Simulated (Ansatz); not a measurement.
# ZrS2: the cost of one run

Program: Ansatz 0.2.0. Level of theory: DFT PBE+D3(BJ), scalar-relativistic, plane waves, PAW. These are calculated values, not measurements.

1 further run of the same task is left out (set aside as unsound or not needed).

### Step 1. The starting structure

Symmetry: P-3m1, No. 164, trigonal system. The conventional cell has a = 3.635 Å, b = 3.635 Å, c = 5.723 Å, α = 90.00°, β = 90.00°, γ = 120.00°. Zr (site symmetry -3m) is surrounded by 6 S at 2.56 Å. S (site symmetry 3m) is surrounded by 3 Zr at 2.56 Å.

Structure file:

```cif
data_structure
_symmetry_space_group_name_H-M 'P 1'
_symmetry_Int_Tables_number 1
_cell_length_a 3.6350
_cell_length_b 3.6350
_cell_length_c 5.7227
_cell_angle_alpha 90.000
_cell_angle_beta 90.000
_cell_angle_gamma 120.000
_cell_volume 65.49
loop_
_atom_site_label
_atom_site_type_symbol
_atom_site_fract_x
_atom_site_fract_y
_atom_site_fract_z
_atom_site_occupancy
Zr1 Zr 0.00000 0.00000 0.00000 1
S1 S 0.33333 0.66667 0.25525 1
S2 S 0.66667 0.33333 0.74475 1
```

This cell was relaxed beforehand with the same method: volume 21.83 Å³/atom, gap on the mesh 0.66 eV.

### Step 2. The slab

Miller indices refer to the conventional cell of the relaxed bulk, P-3m1 (No. 164): a = 3.635 Å, b = 3.635 Å, c = 5.723 Å, α = 90.00°, β = 90.00°, γ = 120.00°.

A (011) slab, 5.9 Å thick as cut, with 17 Å of vacuum, in a 2×1 surface cell; its outer planes are ZrS2 (top) and ZrS2 (bottom).

The slab as cut. Its planes from the bottom up:

| plane | atoms per cell | height over the lowest (Å) |
| --- | --- | --- |
| 1 | Zr2S4 | 0.00 |
| 2 | Zr2S4 | 2.76 |
| 3 | Zr2S4 | 5.52 |

### Step 3. The clean surface, relaxed

The input, input.yaml:

```yaml
crystal:
  lattice:
    - [7.2700394062, 0.0, 0.0]
    - [-1.8175098515, 6.5314501774, 0.0]
    - [0.0, 0.0, 22.9472527378]
  atoms:
    - { symbol: S, position: [0.5102705211, 0.0410820845, 0.3704147114] }
    - { symbol: S, position: [0.0102705211, 0.0410820845, 0.3704147114] }
    - { symbol: Zr, position: [0.1919241501, 0.7676966006, 0.3798008184] }
    - { symbol: Zr, position: [0.6919241501, 0.7676966006, 0.3798008184] }
    - { symbol: S, position: [0.3735777792, 0.4943111166, 0.3891869254] }
    - { symbol: S, position: [0.8735777792, 0.4943111166, 0.3891869254] }
    - { symbol: S, position: [0.7021946713, 0.8087786851, 0.490613893] }
    - { symbol: S, position: [0.2021946713, 0.8087786851, 0.490613893] }
    - { symbol: Zr, position: [0.3838483003, 0.5353932011, 0.5] }
    - { symbol: Zr, position: [0.8838483003, 0.5353932011, 0.5] }
    - { symbol: S, position: [0.5655019293, 0.2620077172, 0.509386107] }
    - { symbol: S, position: [0.0655019293, 0.2620077172, 0.509386107] }
    - { symbol: S, position: [0.8941188214, 0.5764752856, 0.6108130746] }
    - { symbol: S, position: [0.3941188214, 0.5764752856, 0.6108130746] }
    - { symbol: Zr, position: [0.5757724504, 0.3030898017, 0.6201991816] }
    - { symbol: Zr, position: [0.0757724504, 0.3030898017, 0.6201991816] }
    - { symbol: S, position: [0.7574260794, 0.0297043177, 0.6295852886] }
    - { symbol: S, position: [0.2574260794, 0.0297043177, 0.6295852886] }
basis:
  ecutwfc: 420
kpoints:
  mp_grid: { grid: [4, 4, 1] }
hamiltonian:
  xc: pbe
  dispersion: d3bj
scf:
  occupations: { method: gaussian, width: 0.05 }
output:
  forces: true
  eigenvalues: true
  write_density: true
  write_potential: true
  elf: true
  volumetric_format: npy
relax:
  adjacent_minimum: "off"
  f_tol: 0.03
  max_steps: 70
  constraints: [{ sites: [0, 1, 2, 3, 4, 5, 6, 7] }]
efield:
  axis: 3
  dipole_correction: true
  ramp_width: 0.04
```

Launch:

```bash
ansatz run input.yaml --threads 4 --pin off --max-ram 10240MiB --backend cpu --events-out ev --progress --plain --runs-dir out
```

**Question.** How long does this run take on 4 threads of Intel Xeon 6975P-C (Granite Rapids), shared host, and how much memory does it need?

About 2.1 min, with a peak of 2.5 GiB.
